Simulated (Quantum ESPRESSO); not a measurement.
# MgO (Fm-3m) in Quantum ESPRESSO: further runs, part 2 of 2

Quantum ESPRESSO 7.5. The steps go on from the part before.

## Step 4: Band structure, PBE

The input, pw.in:

```
&CONTROL
  calculation = 'scf'
  prefix = 'pwscf'
  outdir = './tmp'
  pseudo_dir = './pseudo'
  tprnfor = .true.
  tstress = .true.
  disk_io = 'low'
/
&SYSTEM
  ibrav = 0
  nat = 2
  ntyp = 2
  ecutwfc = 88
  nbnd = 14
  occupations = 'smearing'
  smearing = 'fd'
  degauss = 0.00367493
/
&ELECTRONS
  conv_thr = 4d-10
  electron_maxstep = 120
  mixing_beta = 0.5
/
ATOMIC_SPECIES
Mg    24.3050 Mg_ONCV_PBE-1.2.upf
O     15.9990 O_ONCV_PBE-1.2.upf
CELL_PARAMETERS angstrom
   0.0000000000    2.0970013927    2.0970013927
   2.0970013927    0.0000000000    2.0970013927
   2.0970013927    2.0970013927    0.0000000000
ATOMIC_POSITIONS angstrom
Mg     0.0000000000    0.0000000000    0.0000000000
O      2.0970013927    2.0970013927    2.0970013927
K_POINTS automatic
11 11 11 0 0 0
```

The input, bands.in:

```
&CONTROL
  calculation = 'bands'
  prefix = 'pwscf'
  outdir = './tmp'
  pseudo_dir = './pseudo'
  disk_io = 'low'
  verbosity = 'high'
/
&SYSTEM
  ibrav = 0
  nat = 2
  ntyp = 2
  ecutwfc = 88
  nbnd = 14
  occupations = 'smearing'
  smearing = 'fd'
  degauss = 0.00367493
/
&ELECTRONS
  conv_thr = 1d-08
  electron_maxstep = 120
  mixing_beta = 0.5
  diago_full_acc = .true.
  startingwfc = 'random'
/
ATOMIC_SPECIES
Mg    24.3050 Mg_ONCV_PBE-1.2.upf
O     15.9990 O_ONCV_PBE-1.2.upf
CELL_PARAMETERS angstrom
   0.0000000000    2.0970013927    2.0970013927
   2.0970013927    0.0000000000    2.0970013927
   2.0970013927    2.0970013927    0.0000000000
ATOMIC_POSITIONS angstrom
Mg     0.0000000000    0.0000000000    0.0000000000
O      2.0970013927    2.0970013927    2.0970013927
K_POINTS crystal
60
 0.0000000000  0.0000000000  0.0000000000 1
 0.0625000000  0.0000000000  0.0625000000 1
 0.1250000000  0.0000000000  0.1250000000 1
 0.1875000000  0.0000000000  0.1875000000 1
 0.2500000000  0.0000000000  0.2500000000 1
 0.3125000000  0.0000000000  0.3125000000 1
 0.3750000000  0.0000000000  0.3750000000 1
 0.4375000000  0.0000000000  0.4375000000 1
 0.5000000000  0.0000000000  0.5000000000 1
 0.5000000000  0.0625000000  0.5625000000 1
 0.5000000000  0.1250000000  0.6250000000 1
 0.5000000000  0.1875000000  0.6875000000 1
 0.5000000000  0.2500000000  0.7500000000 1
 0.4375000000  0.3125000000  0.7500000000 1
 0.3750000000  0.3750000000  0.7500000000 1
 0.3375000000  0.3375000000  0.6750000000 1
 0.3000000000  0.3000000000  0.6000000000 1
 0.2625000000  0.2625000000  0.5250000000 1
 0.2250000000  0.2250000000  0.4500000000 1
 0.1875000000  0.1875000000  0.3750000000 1
 0.1500000000  0.1500000000  0.3000000000 1
 0.1125000000  0.1125000000  0.2250000000 1
 0.0750000000  0.0750000000  0.1500000000 1
 0.0375000000  0.0375000000  0.0750000000 1
 0.0000000000  0.0000000000  0.0000000000 1
 0.0625000000  0.0625000000  0.0625000000 1
 0.1250000000  0.1250000000  0.1250000000 1
 0.1875000000  0.1875000000  0.1875000000 1
 0.2500000000  0.2500000000  0.2500000000 1
 0.3125000000  0.3125000000  0.3125000000 1
 0.3750000000  0.3750000000  0.3750000000 1
 0.4375000000  0.4375000000  0.4375000000 1
 0.5000000000  0.5000000000  0.5000000000 1
 0.5250000000  0.4500000000  0.5250000000 1
 0.5500000000  0.4000000000  0.5500000000 1
 0.5750000000  0.3500000000  0.5750000000 1
 0.6000000000  0.3000000000  0.6000000000 1
 0.6250000000  0.2500000000  0.6250000000 1
 0.5833333333  0.2500000000  0.6666666667 1
 0.5416666667  0.2500000000  0.7083333333 1
 0.5000000000  0.2500000000  0.7500000000 1
 0.5000000000  0.2857142857  0.7142857143 1
 0.5000000000  0.3214285714  0.6785714286 1
 0.5000000000  0.3571428571  0.6428571429 1
 0.5000000000  0.3928571429  0.6071428571 1
 0.5000000000  0.4285714286  0.5714285714 1
 0.5000000000  0.4642857143  0.5357142857 1
 0.5000000000  0.5000000000  0.5000000000 1
 0.4821428571  0.4821428571  0.5357142857 1
 0.4642857143  0.4642857143  0.5714285714 1
 0.4464285714  0.4464285714  0.6071428571 1
 0.4285714286  0.4285714286  0.6428571429 1
 0.4107142857  0.4107142857  0.6785714286 1
 0.3928571429  0.3928571429  0.7142857143 1
 0.3750000000  0.3750000000  0.7500000000 1
 0.6250000000  0.2500000000  0.6250000000 1
 0.5937500000  0.1875000000  0.5937500000 1
 0.5625000000  0.1250000000  0.5625000000 1
 0.5312500000  0.0625000000  0.5312500000 1
 0.5000000000  0.0000000000  0.5000000000 1
```

Potentials or basis: SG15 PBE 1.2.

The run is started by

```
OMP_NUM_THREADS=1 pw.x -in pw.in > pw.out
OMP_NUM_THREADS=1 pw.x -in bands.in > bands.out
```

pw.out:

```text
This program is part of the open-source Quantum ESPRESSO suite
     for quantum simulation of materials; please cite
[... 9 lines left out ...]
     --------------------
     sticks:   dense  smooth     PW     G-vecs:    dense   smooth      PW
     Sum         757     757    241                13851    13851    2421

     Using Slab Decomposition

     bravais-lattice index     =            0
     lattice parameter (alat)  =       5.6042  a.u.
     unit-cell volume          =     124.4580 (a.u.)^3
     number of atoms/cell      =            2
     number of atomic types    =            2
     number of electrons       =        16.00
     number of Kohn-Sham states=           14
     kinetic-energy cutoff     =      88.0000  Ry
     charge density cutoff     =     352.0000  Ry
     scf convergence threshold =      4.0E-10
     mixing beta               =       0.5000
     number of iterations used =            8  plain     mixing
     Exchange-correlation= PBE
                           (   1   4   3   4   0   0   0)

     celldm(1)=   5.604187  celldm(2)=   0.000000  celldm(3)=   0.000000
     celldm(4)=   0.000000  celldm(5)=   0.000000  celldm(6)=   0.000000

     crystal axes: (cart. coord. in units of alat)
               a(1) = (   0.000000   0.707107   0.707107 )
               a(2) = (   0.707107   0.000000   0.707107 )
               a(3) = (   0.707107   0.707107   0.000000 )

     reciprocal axes: (cart. coord. in units 2 pi/alat)
               b(1) = ( -0.707107  0.707107  0.707107 )
               b(2) = (  0.707107 -0.707107  0.707107 )
               b(3) = (  0.707107  0.707107 -0.707107 )

     PseudoPot. # 1 for Mg read from file:
     Mg_ONCV_PBE-1.2.upf
     Pseudo is Norm-conserving, Zval = 10.0
     Generated using ONCVPSP code by D. R. Hamann
     Using radial grid of  602 points,  4 beta functions with:
                l(1) =   0
                l(2) =   0
                l(3) =   1
                l(4) =   1

     PseudoPot. # 2 for O  read from file:
     O_ONCV_PBE-1.2.upf
     Pseudo is Norm-conserving, Zval =  6.0
     Generated using ONCVPSP code by D. R. Hamann
     Using radial grid of  602 points,  4 beta functions with:
                l(1) =   0
                l(2) =   0
                l(3) =   1
                l(4) =   1

     atomic species   valence    mass     pseudopotential
     Mg               10.00    24.30500     Mg( 1.00)
     O                 6.00    15.99900     O ( 1.00)

     48 Sym. Ops., with inversion, found

   Cartesian axes

     site n.     atom                  positions (alat units)
         1        Mg     tau(   1) = (   0.0000000   0.0000000   0.0000000  )
         2        O      tau(   2) = (   0.7071068   0.7071068   0.7071068  )

     number of k points=    56  Fermi-Dirac smearing, width (Ry)=  0.0037
                       cart. coord. in units 2pi/alat
        k(    1) = (   0.0000000   0.0000000   0.0000000), wk =   0.0015026
        k(    2) = (   0.0642824   0.0642824  -0.0642824), wk =   0.0120210
        k(    3) = (   0.1285649   0.1285649  -0.1285649), wk =   0.0120210
        k(    4) = (   0.1928473   0.1928473  -0.1928473), wk =   0.0120210
        k(    5) = (   0.2571297   0.2571297  -0.2571297), wk =   0.0120210
        k(    6) = (   0.3214122   0.3214122  -0.3214122), wk =   0.0120210
[... 48 lines left out ...]
        k(   55) = (  -0.0642824  -0.4499770   0.7071068), wk =   0.0360631
        k(   56) = (   0.0000000  -0.3856946   0.6428243), wk =   0.0360631

     Dense  grid:    13851 G-vectors     FFT dimensions: (  36,  36,  36)

     Initial potential from superposition of free atoms

     starting charge      15.9336, renormalised to      16.0000
     Starting wfcs are random

     Self-consistent Calculation

     iteration #  1     ecut=    88.00 Ry     beta= 0.50
     Davidson diagonalization with overlap
     ethr =  1.00E-02,  avg # of iterations =  7.4

     total energy              =    -140.74567219 Ry
     estimated scf accuracy    <       0.36258122 Ry

     iteration #  2     ecut=    88.00 Ry     beta= 0.50
     Davidson diagonalization with overlap
     ethr =  2.27E-03,  avg # of iterations =  2.0
[... 43 lines left out ...]
     total energy              =    -140.85275777 Ry
     estimated scf accuracy    <          1.7E-09 Ry

     iteration #  9     ecut=    88.00 Ry     beta= 0.50
     Davidson diagonalization with overlap
     ethr =  1.06E-11,  avg # of iterations =  1.5

     End of self-consistent calculation

          k = 0.0000 0.0000 0.0000 (  1807 PWs)   bands (ev):

   -63.3961 -30.1617 -30.1617 -30.1617  -8.3451   8.9268   8.9268   8.9268
    13.8208  24.9024  24.9024  24.9024  28.7410  30.7344

          k = 0.0643 0.0643-0.0643 (  1762 PWs)   bands (ev):

   -63.3951 -30.1689 -30.1624 -30.1624  -8.2528   8.3799   8.8703   8.8703
    14.3470  23.7824  25.1048  25.1048  30.0831  30.0831
[... 263 lines left out ...]
   -63.3837 -30.2247 -30.2043 -30.1917  -6.7367   5.4243   6.5773   7.2939
    19.8199  20.6052  21.4863  25.4956  29.5412  33.0185

          k = 0.0000-0.3857 0.6428 (  1738 PWs)   bands (ev):

   -63.3837 -30.2170 -30.2136 -30.1911  -6.7158   5.8151   6.0262   7.2910
    20.2726  20.9529  21.3142  24.9581  30.3367  31.7172

     the Fermi energy is    11.1039 ev

!    total energy              =    -140.85275777 Ry
     estimated scf accuracy    <          1.3E-10 Ry
     smearing contrib. (-TS)   =       0.00000000 Ry
     internal energy E=F+TS    =    -140.85275777 Ry

     The total energy is F=E-TS. E is the sum of the following terms:
     one-electron contribution =     -55.88064228 Ry
     hartree contribution      =      31.43224209 Ry
     xc contribution           =     -21.22959189 Ry
     ewald contribution        =     -95.17476569 Ry

     convergence has been achieved in   9 iterations

     Forces acting on atoms (cartesian axes, Ry/au):

     atom    1 type  1   force =     0.00000000    0.00000000    0.00000000
     atom    2 type  2   force =    -0.00000000    0.00000000    0.00000000

     Total force =     0.000000     Total SCF correction =     0.000000

     Computing stress (Cartesian axis) and pressure

          total   stress  (Ry/bohr**3)                   (kbar)     P=       70.77
   0.00048106   0.00000000  -0.00000000           70.77        0.00       -0.00
   0.00000000   0.00048106  -0.00000000            0.00       70.77       -0.00
   0.00000000  -0.00000000   0.00048106            0.00       -0.00       70.77

=------------------------------------------------------------------------------=
   JOB DONE.
=------------------------------------------------------------------------------=
```

Wall time 29 s (1 thread of Arm Neoverse V2, shared host); peak memory 0.09 GiB.

Results:

| Quantity | Value |
| --- | --- |
| Free energy | -1916.3994 eV |
| Pressure | 7.1 GPa |
| Band gap on the k mesh | 4.89 eV, direct |
| Band gap along the path | 4.89 eV, direct |

Levels at the corners of the path, in eV from the valence-band top:
```
point  band 6  band 7  band 8  band 9  band 10  band 11
    Γ    0.00    0.00    0.00    4.89    15.98    15.98
    X   -4.10   -1.35   -1.35    9.20    10.18    13.23
    W   -2.97   -2.97   -1.78   11.76    11.76    12.38
    K   -3.51   -2.72   -1.15   10.20    11.98    12.65
    Γ    0.00    0.00    0.00    4.89    15.98    15.98
    L   -4.65   -0.66   -0.66    8.01    12.76    16.51
    U   -3.51   -2.72   -1.15   10.20    11.98    12.65
    W   -2.97   -2.97   -1.78   11.76    11.76    12.38
    L   -4.65   -0.66   -0.66    8.01    12.76    16.51
    K   -3.51   -2.72   -1.15   10.20    11.98    12.65
    U   -3.51   -2.72   -1.15   10.20    11.98    12.65
    X   -4.10   -1.35   -1.35    9.20    10.18    13.23
```

## Step 5: Band structure, RPBE

Changes to pw.in since step 4:

```diff
@@ -15,2 +15,3 @@
   nbnd = 14
+  input_dft = 'rpbe'
   occupations = 'smearing'
```

Changes to bands.in since step 4:

```diff
@@ -14,2 +14,3 @@
   nbnd = 14
+  input_dft = 'rpbe'
   occupations = 'smearing'
```

The run is started by

```
OMP_NUM_THREADS=1 pw.x -in pw.in > pw.out
OMP_NUM_THREADS=1 pw.x -in bands.in > bands.out
```

Run time: 29 s. Hardware: 1 thread of Arm Neoverse V2, shared host; peak memory 0.09 GiB.

Results (log left out):

| Item | Value |
| --- | --- |
| Free energy | -1917.9379 eV |
| Pressure | 12.4 GPa |
| Band gap on the k mesh | 5.07 eV, direct |
| Band gap along the path | 5.07 eV, direct |

Levels at the corners of the path, in eV from the valence-band top:
```tsv
point	band 6	band 7	band 8	band 9	band 10	band 11
Γ	0.00	0.00	0.00	5.07	16.14	16.14
X	-4.05	-1.34	-1.34	9.34	10.44	13.34
W	-2.93	-2.93	-1.74	11.87	11.87	12.62
K	-3.47	-2.68	-1.13	10.35	12.20	12.76
Γ	0.00	0.00	0.00	5.07	16.14	16.14
L	-4.58	-0.65	-0.65	8.16	12.89	16.72
U	-3.47	-2.68	-1.13	10.35	12.20	12.76
W	-2.93	-2.93	-1.74	11.87	11.87	12.62
L	-4.58	-0.65	-0.65	8.16	12.89	16.72
K	-3.47	-2.68	-1.13	10.35	12.20	12.76
U	-3.47	-2.68	-1.13	10.35	12.20	12.76
X	-4.05	-1.34	-1.34	9.34	10.44	13.34
```

Caveat: the potentials were made for another functional, which shifts forces and pressure.

## Step 6: The runs side by side

| level | form of the LDA correlation | gap on the mesh (eV) | pressure (GPa) |
| --- | --- | --- | --- |
| LDA | PZ81 | 4.57 | -3.5 |
| PBEsol | - | 4.74 | 3.5 |
| PBE | - | 4.89 | 7.1 |
| RPBE | - | 5.07 | 12.4 |

Alike in all rows: task band structure; potentials or basis SG15 PBE 1.2; no spin polarisation; cell as given; k mesh 11 × 11 × 11; cutoff (eV) 1197; smearing fermi-dirac 0.05 eV.

On the cell as given the gap runs from 4.57 eV (LDA) to 5.07 eV (RPBE). The pressure there spans -3.5 GPa (LDA) to 12.4 GPa (RPBE); a positive pressure means that this level wants a larger cell, a negative one a smaller.

Caveats: the potentials were made for another functional, which shifts forces and pressure (some runs).

Total energies depend on the potentials used, so only differences within one code and one set of settings carry meaning.

## Step 7: Against experiment

Step 2. A measured gap of MgO is 7.83 eV (quoted in “Electronic structure of alkaline earth and post-transition metal oxides”, 2009, arxiv:0908.1581); the calculated 4.57 eV misses it by -3.26 eV. The value is that of LDA, without temperature or zero-point motion. Semilocal functionals fall short of measured gaps as a rule. The cell is a database's relaxed one, not the measured one, which moves gaps too.

Step 3. A measured gap of MgO is 7.83 eV (quoted in “Electronic structure of alkaline earth and post-transition metal oxides”, 2009, arxiv:0908.1581); the calculated 4.74 eV misses it by -3.09 eV. The value is that of PBEsol, without temperature or zero-point motion. Semilocal functionals fall short of measured gaps as a rule. The cell is a database's relaxed one, not the measured one, which moves gaps too.

Step 4. A measured gap of MgO is 7.83 eV (quoted in “Electronic structure of alkaline earth and post-transition metal oxides”, 2009, arxiv:0908.1581); the calculated 4.89 eV misses it by -2.94 eV. The value is that of PBE, without temperature or zero-point motion. Semilocal functionals fall short of measured gaps as a rule. The cell is a database's relaxed one, not the measured one, which moves gaps too.

Step 5. Measured gap of MgO: 7.83 eV (quoted in “Electronic structure of alkaline earth and post-transition metal oxides”, 2009, arxiv:0908.1581). This calculation gives 5.07 eV (-2.76 eV). The value is that of RPBE, without temperature or zero-point motion. Semilocal functionals fall short of measured gaps as a rule. The cell is a database's relaxed one, not the measured one, which moves gaps too.
